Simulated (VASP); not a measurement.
# MoS2 (P6_3/mmc) in VASP: a series of runs, part 2 of 2

VASP 6.6.1. Earlier steps stand in the parts before.

### Step 4. Relaxation of cell and atoms, PBE+D3(BJ)

The input, INCAR:

```
SYSTEM = MoS2
PREC     = Accurate       ! precision mode
ENCUT    = 600            ! plane-wave cutoff, eV
EDIFF    = 1E-6           ! SCF threshold, eV
ISMEAR   = 0              ! smearing method
SIGMA    = 0.05           ! smearing width, eV
LREAL    = .FALSE.        ! projectors in reciprocal space
LASPH    = .TRUE.         ! aspherical terms in the spheres
NELM     = 80             ! most SCF steps
ALGO     = Fast           ! electronic algorithm
ISIF     = 3              ! what is computed and relaxed
LWAVE    = .FALSE.        ! write WAVECAR
LCHARG   = .FALSE.        ! write CHGCAR
GGA      = PE             ! functional
IVDW     = 12             ! dispersion correction
IBRION   = 2              ! ionic algorithm
NSW      = 60             ! ionic steps
EDIFFG   = -0.005         ! ionic threshold
KPAR     = 2
```

The input, KPOINTS:

```
regular mesh
0
G
  12 12 3
  0 0 0
```

The input, POSCAR:

```
MoS2
1.0
    3.1690000000      0.0000000000      0.0000000000
   -1.5845000000      2.7444345046      0.0000000000
    0.0000000000      0.0000000000     12.3240000000
Mo S
2 4
Direct
    0.3333333333      0.6666666667      0.2500000000
    0.6666666667      0.3333333333      0.7500000000
    0.3333333333      0.6666666667      0.6230000000
    0.6666666667      0.3333333333      0.1230000000
    0.3333333333      0.6666666667      0.8770000000
    0.6666666667      0.3333333333      0.3770000000
```

Potentials or basis: VASP PAW PBE potentials, release 64 (Mo_sv, S).

On the command line:

```console
> cat potpaw_PBE.64/Mo_sv/POTCAR potpaw_PBE.64/S/POTCAR > POTCAR
> mpirun -np 2 vasp_std > vasp.out
```

OUTCAR:

```text
SYSTEM = MoS2
   PREC = Accurate
   ENCUT = 600
   EDIFF = 1E-6
   ISMEAR = 0
   LREAL = .FALSE.
   LASPH = .TRUE.
   NELM = 80
   ISIF = 3
   GGA = PE
   IVDW = 12
   IBRION = 2
   NSW = 60
   EDIFFG = -0.005
 IVDW          = 12

 ion  position               nearest neighbor table
   1  0.333  0.667  0.250-   4 2.41   6 2.41   4 2.41   6 2.41   4 2.41   6 2.41
   2  0.667  0.333  0.750-   3 2.41   5 2.41   3 2.41   5 2.41   3 2.41   5 2.41
   3  0.333  0.667  0.623-   2 2.41   2 2.41   2 2.41
   4  0.667  0.333  0.123-   1 2.41   1 2.41   1 2.41
   5  0.333  0.667  0.877-   2 2.41   2 2.41   2 2.41
   6  0.667  0.333  0.377-   1 2.41   1 2.41   1 2.41

  LATTYP: Found a hexagonal cell.
 ALAT       =     3.1690000000
 C/A-ratio  =     3.8889239508

  Lattice vectors:

 A1 = (   3.1690000000,   0.0000000000,   0.0000000000)
 A2 = (  -1.5845000000,   2.7444345046,   0.0000000000)
 A3 = (   0.0000000000,   0.0000000000,  12.3240000000)

Analysis of symmetry for initial positions (statically):
=====================================================================
 Subroutine PRICEL returns:
 Original cell was already a primitive cell.

 Routine SETGRP: Setting up the symmetry group for a
 hexagonal supercell.

 Subroutine GETGRP returns: Found 24 space group operations
 (whereof 12 operations were pure point group operations)
 out of a pool of 24 trial point group operations.

The static configuration has the point symmetry D_3d.
 The point group associated with its full space group is D_6h.

Analysis of symmetry for dynamics (positions and initial velocities):
=====================================================================
 Subroutine PRICEL returns:
 Original cell was already a primitive cell.

 Routine SETGRP: Setting up the symmetry group for a
 hexagonal supercell.

 Subroutine GETGRP returns: Found 24 space group operations
 (whereof 12 operations were pure point group operations)
 out of a pool of 24 trial point group operations.

The dynamic configuration has the point symmetry D_3d.
 The point group associated with its full space group is D_6h.

 Subroutine INISYM returns: Found 24 space group operations
 (whereof 12 operations are pure point group operations),
 and found     1 'primitive' translations

----------------------------------------------------------------------------------------

                                     Primitive cell

  volume of cell :     107.1832

  direct lattice vectors                    reciprocal lattice vectors
     3.169000000  0.000000000  0.000000000     0.315556958  0.182186895  0.000000000
    -1.584500000  2.744434505  0.000000000     0.000000000  0.364373789  0.000000000
     0.000000000  0.000000000 12.324000000     0.000000000  0.000000000  0.081142486

  length of vectors
     3.169000000  3.169000000 12.324000000     0.364373789  0.364373789  0.081142486

  position of ions in fractional coordinates (direct lattice)
     0.333333333  0.666666667  0.250000000
     0.666666667  0.333333333  0.750000000
     0.333333333  0.666666667  0.623000000
     0.666666667  0.333333333  0.123000000
     0.333333333  0.666666667  0.877000000
     0.666666667  0.333333333  0.377000000

  ion indices of the primitive-cell ions
   primitive index   ion index
                 1           1
                 2           2
                 3           3
                 4           4
                 5           5
                 6           6

[... 27 lines left out ...]
            Coordinates               Weight
  0.000000  0.000000  0.000000      1.000000
  0.083333  0.000000  0.000000      6.000000
  0.166667 -0.000000  0.000000      6.000000
  0.250000 -0.000000  0.000000      6.000000
  0.333333 -0.000000  0.000000      6.000000
  0.416667 -0.000000  0.000000      6.000000
[... 16 lines left out ...]
  0.250000 -0.000000  0.333333     12.000000
  0.333333 -0.000000  0.333333     12.000000
 [... further k-points ...]
   k-points           NKPTS =     38   k-points in BZ     NKDIM =     38   number of bands    NBANDS=     31
   number of dos      NEDOS =    301   number of ions     NIONS =      6
   total plane-waves  NPLWV =  76832
   dimension x,y,z NGX =    28 NGY =   28 NGZ =   98
   dimension x,y,z NGXF=    56 NGYF=   56 NGZF=  196
   ions per type =               2   4
   NGX,Y,Z   is equivalent  to a cutoff of  14.69, 14.69, 13.22 a.u.
   NGXF,Y,Z  is equivalent  to a cutoff of  29.38, 29.38, 26.44 a.u.
 SYSTEM =  MoS2
   PREC   = accura    normal or accurate (medium, high low for compatibility)
   ISTART =      0    job   : 0-new  1-cont  2-samecut
   ICHARG =      2    charge: 1-file 2-atom 10-const
   ISPIN  =      1    spin polarized calculation?
   LNONCOLLINEAR =      F non collinear calculations
   LSORBIT =      F    spin-orbit coupling
   LASPH  =      T    aspherical Exc in radial PAW
   ENCUT  =  600.0 eV  44.10 Ry    6.64 a.u.   6.33  6.33 24.61*2*pi/ulx,y,z
   NELM   =     80;   NELMIN=  2; NELMDL= -5     # of ELM steps
   EDIFF  = 0.1E-05   stopping-criterion for ELM
   LREAL  =      F    real-space projection
   EDIFFG = -.5E-02   stopping-criterion for IOM
   NSW    =     60    number of steps for IOM
   IBRION =      2    ionic relax: 0-MD 1-quasi-New 2-CG
   NFREE  =      1    steps in history (QN), initial steepest desc. (CG)
   ISIF   =      3    stress and relaxation
   ISYM   =      2    0-nonsym 1-usesym 2-fastsym
   POTIM  = 0.5000    time-step for ionic-motion
   TEBEG  =    0.0;   TEEND  =   0.0 temperature during run
   PSTRESS=    0.0 pullay stress
   NELECT =      52.0000    total number of electrons
   NUPDOWN=      -1.0000    fix difference up-down
   EMIN   =  10.00;   EMAX   =-10.00  energy-range for DOS
   EFERMI =   0.00;   METHOD = LEGACY
   ISMEAR =     0;   SIGMA  =   0.05  broadening in eV -4-tet -1-fermi 0-gaus
   EFERMI_NEDOS =   21; number of points for ismear=-14 and -15
   IALGO  =     68    algorithm
   IMIX   =      4    mixing-type and parameters
     AMIX     =   0.40;   BMIX     =  1.00
     AMIX_MAG =   1.60;   BMIX_MAG =  1.00
  volume/ion in A,a.u.               =      17.86       120.55
  Fermi-wavevector in a.u.,A,eV,Ry     =   1.286373  2.430893 22.514325  1.654756
  Thomas-Fermi vector in A             =   2.418452
   LORBIT       =      0    0 simple, 1 ext, 2 COOP (PROOUT), +10 PAW based schemes
   GGA     = PE    functional components
   LHFCALC =     F    Hartree Fock is set to
   AEXX    =    0.0000 exact exchange contribution
   IVDW    =    12    specifies the selected vdW correction
   LEPSILON=     F    determine dielectric tensor
   LRPA    =     F    only Hartree local field effects (RPA)
 conjugate gradient relaxation of ions
 non-spin polarized calculation
 RMM-DIIS sequential band-by-band and
 Gauss-broadening in eV      SIGMA  =   0.05
  energy-cutoff  :      600.00
  volume of cell :      107.18
 maximum number of plane-waves:      3603
 NGX is ok and might be reduce to    28
   NGX = 13   NGY = 13   NGZ = 49

--------------------------------------- Ionic step        1  -------------------------------------------

 number of electron      52.0000000 magnetization

 Free energy of the ion-electron system (eV)
  ---------------------------------------------------
  ext. energy  EPLUGINS =         0.00000000
  ---------------------------------------------------
  free energy    TOTEN  =       -43.61556783 eV

  energy without entropy =      -43.61556783  energy(sigma->0) =      -43.61556783

------------------------ aborting loop because EDIFF is reached ----------------------------------------

 Edisp (eV)   -2.54058

 E8    (eV) :    -1.0246
[... 117 lines left out ...]
  FREE ENERGIE OF THE ION-ELECTRON SYSTEM (eV)
  ---------------------------------------------------
  free  energy   TOTEN  =       -46.1650016523 eV

  energy  without entropy=      -46.1650016523  energy(sigma->0) =      -46.16500165

[... ionic steps 4 to 15 ...]

--------------------------------------- Ionic step       16  -------------------------------------------

 number of electron      51.9999995 magnetization

------------------------ aborting loop because EDIFF is reached ----------------------------------------
[... 83 lines left out ...]
--------------------------------------- Ionic step       18  -------------------------------------------

 number of electron      51.9999995 magnetization

 Free energy of the ion-electron system (eV)
  ---------------------------------------------------
  ext. energy  EPLUGINS =         0.00000000
  ---------------------------------------------------
  free energy    TOTEN  =       -43.54687023 eV

  energy without entropy =      -43.54687023  energy(sigma->0) =      -43.54687023

 E-fermi :   8.3277     XC(G=0): -11.0155

 val. band max:        7.9513780482   @ k =   0.0000   0.0000   0.0000
 cond. band min:       8.7538685949   @ k =   0.1667   0.1667   0.0000
 fundamental gap:      0.8024905467
 Fermi energy:         8.3276781688

 k-point     1 :       0.0000    0.0000    0.0000
  band No.  band energies     occupation
      1     -53.5846      2.00000
      2     -53.5846      2.00000
      3     -27.7501      2.00000
      4     -27.7500      2.00000
      5     -27.5075      2.00000
      6     -27.5075      2.00000
[... 805 lines left out ...]
     30       9.8168      0.00000
     31      10.7022      0.00000

 [... further k-points ...]

------------------------ aborting loop because EDIFF is reached ----------------------------------------

 Edisp (eV)   -2.62621

 E8    (eV) :    -1.0589
[... 29 lines left out ...]
  FREE ENERGIE OF THE ION-ELECTRON SYSTEM (eV)
  ---------------------------------------------------
  free  energy   TOTEN  =       -46.1730797908 eV

  energy  without entropy=      -46.1730797908  energy(sigma->0) =      -46.17307979

 reached required accuracy - stopping structural energy minimisation
```

Wall time 7.9 min (2 MPI ranks of Intel Xeon 6975P-C (Granite Rapids), shared host); peak memory 0.36 GiB.

What came out:

- Free energy: -46.1731 eV
- Relaxed volume: 17.30 Å³/atom
- Relaxed cell: a = 3.148 Å, b = 3.148 Å, c = 12.093 Å, α = 90.00°, β = 90.00°, γ = 120.00°
- Space group after relaxing (to 0.05 Å): P6_3/mmc (No. 194)
- Energy gained by relaxing: 2.8 meV/atom
- Ionic steps: 18
- Pressure after relaxing: 0.0 GPa
- Largest force after relaxing: 0.004 eV/Å
- Band gap on the k mesh: 0.80 eV, indirect (least direct gap 1.71 eV)
- Dispersion energy per atom: -0.438 eV

Forces on the atoms (eV/Å):
```
Mo   0.000  0.000  0.000
Mo   0.000  0.000  0.000
S    0.000  0.000 -0.004
S    0.000  0.000 -0.004
S    0.000  0.000  0.004
S    0.000  0.000  0.004
```

Step by step:
| step | energy change (eV) | largest force (eV/Å) | pressure (GPa) | volume (Å³) |
| --- | --- | --- | --- | --- |
| 1 | 0.0000 | 0.0755 | -2.03 | 107.18 |
| 2 | 0.0157 | 0.5215 | 3.37 | 103.70 |
| 3 | -0.0089 | 0.1390 | -0.07 | 105.87 |
| 4 | -0.0113 | 0.0553 | -0.07 | 105.46 |
| 5 | -0.0114 | 0.0395 | -0.08 | 105.38 |
| 6 | -0.0128 | 0.0399 | 0.00 | 105.12 |
| 7 | -0.0158 | 0.0399 | 0.21 | 104.34 |
| 8 | -0.0152 | 0.0391 | 0.69 | 102.77 |
| 9 | -0.0166 | 0.0447 | 0.29 | 103.86 |
| 10 | -0.0147 | 0.1245 | -1.02 | 104.28 |
| 11 | -0.0168 | 0.0007 | -0.04 | 103.97 |
| 12 | -0.0168 | 0.0024 | -0.06 | 103.97 |
| 13 | -0.0169 | 0.0025 | -0.09 | 103.93 |
| 14 | -0.0169 | 0.0002 | -0.08 | 103.93 |
| 15 | -0.0169 | 0.0000 | -0.09 | 103.94 |
| 16 | -0.0169 | 0.0274 | 0.16 | 103.74 |
| 17 | -0.0169 | 0.0113 | 0.01 | 103.86 |
| 18 | -0.0169 | 0.0040 | 0.00 | 103.80 |

Final structure:
```cif
data_structure
_symmetry_space_group_name_H-M 'P 1'
_symmetry_Int_Tables_number 1
_cell_length_a 3.1483
_cell_length_b 3.1483
_cell_length_c 12.0925
_cell_angle_alpha 90.000
_cell_angle_beta 90.000
_cell_angle_gamma 120.000
_cell_volume 103.80
loop_
_atom_site_label
_atom_site_type_symbol
_atom_site_fract_x
_atom_site_fract_y
_atom_site_fract_z
_atom_site_occupancy
Mo1 Mo 0.33333 0.66667 0.25000 1
Mo2 Mo 0.66667 0.33333 0.75000 1
S1 S 0.33333 0.66667 0.62056 1
S2 S 0.66667 0.33333 0.12056 1
S3 S 0.33333 0.66667 0.87944 1
S4 S 0.66667 0.33333 0.37944 1
```

Levels at points of the mesh, in eV from the valence-band top:
```tsv
k point	band 23	band 24	band 25	band 26	band 27	band 28	band 29	band 30
(0.00, 0.00, 0.00)	-2.15	-1.27	-1.11	0.00	2.10	2.10	2.13	2.13
(0.50, 0.00, 0.00)	-1.78	-1.52	-1.49	-1.33	1.62	1.68	2.00	2.31
```

Caveat: an odd mesh through Γ misses points on the zone boundary, where band edges often lie.

### Step 5. The runs side by side

```csv
level,potentials or basis,gap on the mesh (eV),pressure (GPa),relaxed volume (Å³/atom)
LDA,"VASP PAW LDA potentials, release 64 (Mo_sv, S)",0.74,0.0,17.00
optB88-vdW,"VASP PAW PBE potentials, release 64 (Mo_sv, S)",0.92,0.0,18.34
PBE+D3(BJ),"VASP PAW PBE potentials, release 64 (Mo_sv, S)",0.80,0.0,17.30
```

Alike in all rows: task relaxation of cell and atoms; no spin polarisation; cell relaxed; k mesh 12 × 12 × 3; cutoff (eV) 600; smearing gaussian 0.05 eV.

Caveats: an odd mesh through Γ misses points on the zone boundary, where band edges often lie; the PAW data sets were made with another functional, which shifts forces and pressure a little (some runs).

Total energies depend on the potentials used, so only differences within one code and one set of settings carry meaning.
